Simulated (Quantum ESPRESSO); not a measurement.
# Bi in Quantum ESPRESSO: convergence with smearing width

Bi:

```xyz
2
Lattice="2.2675 1.3091 3.9380 -2.2675 1.3091 3.9380 0.0000 -2.6183 3.9380" Properties=species:S:1:pos:R:3 pbc="T T T"
Bi   -0.0033    0.0037    9.0593
Bi   -0.0130   -0.0090    2.7620
```

The cell isn't the ideal one: atoms moved at random, drawn with an rms of 0.02 Å.

```yaml
Program: Quantum ESPRESSO 7.5
Task: single point
Functional: PBE
Potentials_or_basis: PseudoDojo 0.4.1 SR PBE standard
Cutoff: 898 eV
Density_cutoff: 3592 eV
k_mesh: 6 × 6 × 6
Occupations: fermi-dirac, width 0.5 eV
Spin: no spin polarisation
```

These are the settings of the first run; the series varies smearing width, with any setting tied to it.

Hardware: 1 thread of Arm Neoverse V1, on a shared host.

Q: The values tried are 0.5 eV, 0.3 eV, 0.2 eV, 0.136 eV, 0.1 eV, 0.05 eV, 0.025 eV, 0.01 eV, loosest first. From which on does the energy stay within 1 meV/atom of the tightest run that finished?

A: From 0.136 eV on.

```tsv
smearing width	energy less the tightest run, at zero smearing (meV/atom)	pressure (GPa)	largest force (eV/Å)	SCF cycles	CPU time (s)	peak memory (GiB)
0.5 eV	48.71	3.29	0.601	9	190	0.22
0.3 eV	15.79	2.52	0.365	8	170	0.22
0.2 eV	4.16	2.35	0.259	8	170	0.22
0.136 eV	0.00	2.30	0.215	8	170	0.22
0.1 eV	-0.73	2.30	0.204	8	170	0.22
0.05 eV	-0.28	2.29	0.202	8	170	0.22
0.025 eV	-0.05	2.29	0.202	8	170	0.22
0.01 eV	0.00	2.29	0.202	8	170	0.22
```

Against the tightest run, the pressure stays within 0.1 GPa from 0.2 eV on; the largest force stays within 0.005 eV/Å from 0.1 eV on. Narrower smearing needs a denser k mesh, so at a fixed mesh the narrowest width isn't the most accurate. The tightest run that finished is the yardstick and may itself not be fully converged.
